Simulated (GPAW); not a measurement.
A run of GPAW 26.7.0 is set up as follows.

File run.py:

```python
from ase.eos import EquationOfState
from ase.io import Trajectory, read
from ase.units import GPa
from gpaw import GPAW, PW, setup_paths

setup_paths.insert(0, '.')

atoms = read('POSCAR')

traj = Trajectory('eos.traj', 'w')
volumes, energies = [], []
for x in [0.94, 0.96, 0.98, 1.0, 1.02, 1.04, 1.06]:
    a = atoms.copy()
    a.set_cell(atoms.cell * x**(1 / 3), scale_atoms=True)
    calc = GPAW(mode=PW(600),
                xc='PBE',
                kpts={'size': (11, 11, 11), 'gamma': True},
                occupations={'name': 'fermi-dirac', 'width': 0.05},
                nbands=18,
                convergence={'density': 1e-05, 'energy': 1e-05},
                maxiter=150,
                txt=f'eos-{x:.2f}.txt')
    a.calc = calc
    energies.append(a.get_potential_energy(force_consistent=True))
    volumes.append(a.get_volume())
    p = -a.get_stress()[:3].mean() / GPa
    calc.write(f'eos-{x:.2f}.gpw')
    traj.write(a)
    print(f'{x:.2f} {volumes[-1]:10.4f} A^3 {energies[-1]:14.6f} eV {p:9.3f} GPa', flush=True)

v0, e0, B = EquationOfState(volumes, energies, eos='birchmurnaghan').fit()
print(f'V0 = {v0:.4f} A^3, E0 = {e0:.6f} eV, B0 = {B / GPa:.2f} GPa')
```

The input POSCAR:

```
Ag
1.0
    0.0000000000      2.0427500000      2.0427500000
    2.0427500000      0.0000000000      2.0427500000
    2.0427500000      2.0427500000      0.0000000000
Ag
1
Direct
    0.0000000000      0.0000000000      0.0000000000
```

Potentials or basis: PAW data sets generated in the run's folder for this functional, pw.

Launch:

```bash
$ gpaw-setup -f PBE Ag
$ OMP_NUM_THREADS=1 python run.py
```

What does it give for the bulk modulus?

90 GPa.

Estimate the pressure derivative of the bulk modulus.

6.2.

Energy against volume, from the lowest point:
```
volume (Å³/atom)  energy (meV/atom)
          16.025              62.59
          16.366              38.69
          16.707              21.24
          17.048               9.43
          17.389               2.56
          17.730               0.00
          18.071               1.18
```

PBE usually gives volumes a little too large and moduli too small. Zero-point motion and thermal expansion aren't in these numbers.
